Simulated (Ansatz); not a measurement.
Crystal: Si.

```
Si
1.0
     4.12095    0.00000    0.00000
    -2.06047    3.56885    0.00000
     0.00000    0.00000    2.65479
Si
2
Direct
  0.33333 0.66667 0.50000
  0.66667 0.33333 0.50000
```

The cell was built by a generator and needn't be a form met in nature.

Base run:

- Program: Ansatz 0.2.0
- Functional: r2SCAN
- Potentials or basis: Ansatz PAW
- Cutoff: 500 eV
- Density cutoff: 2000 eV
- k mesh: 8 × 8 × 10
- Occupations: fermi-dirac, width 0.05 eV
- Spin: no spin polarisation

Its results: band gap on the k mesh none (metal or under the smearing width); pressure -1.1 GPa.

Question: The run is repeated on the same cell with these changes: functional from r2SCAN to PBEsol; cutoff from 500 eV to 420 eV; density cutoff from 2000 eV to 1680 eV. What comes out?

Answer: Band gap on the k mesh none (metal or under the smearing width); pressure -1.9 GPa.

Caveats: the PAW data sets come from PBE, with cores solved anew for the run's functional, which leaves a small shift of forces and pressure.

Not every run made on this cell is shown here.
